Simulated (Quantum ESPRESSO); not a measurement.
PtS2:

```xyz
3
Lattice="3.5432 0.0000 0.0000 -1.7716 3.0685 0.0000 0.0000 0.0000 5.0388" Properties=species:S:1:pos:R:3 pbc="T T T"
Pt    0.0000    0.0000    0.0000
S     1.7716    1.0228    3.8950
S     0.0000    2.0457    1.1438
```

| Item | Value |
| --- | --- |
| Program | Quantum ESPRESSO 7.5 |
| Task | Hubbard U by linear response |
| Functional | PBEsol |
| Potentials or basis | GBRV 1.5 PBEsol |
| Cutoff | 612 eV |
| Density cutoff | 4898 eV |
| k mesh | 4 × 4 × 2 |
| Occupations | fermi-dirac, width 0.05 eV |
| Spin | no spin polarisation |
| Hubbard terms | Pt d U = 8.0 eV |
| Start of the occupations | default |
| Hubbard projectors | ortho-atomic |
| Mixing beta | 0.3 |
| Most SCF iterations | 120 |
| SCF threshold | 6e-10 Ry |
| q mesh | 2 × 2 × 2 |

The first run showed a gap, so the response started from a second, tighter run with fixed occupations.

What Hubbard parameters does linear response give?

U = 5.02 eV on Pt 5d. The values belong to these projectors, potentials and this ground state, and don't carry over to other codes.

Hubbard U from linear response:
```
site  manifold  U (eV)
   1     Pt-5d    5.02
```
On the first site the bare response is -0.208 and the screened one -0.102 eV⁻¹.

Eigenvalues of the final occupation matrices:
```csv
site,spin,trace,eigenvalues
Pt 1 5d,each,4.41,0.73 0.73 0.98 0.98 0.98
```

Caveat: the k mesh is coarse (spacing up to 0.62 Å⁻¹), so the values aren't converged; spin-orbit coupling is left out, which moves the levels of the heavy elements; forces of over 1 eV/Å show positions far from the minimum, so gaps and moduli don't describe the material at rest.
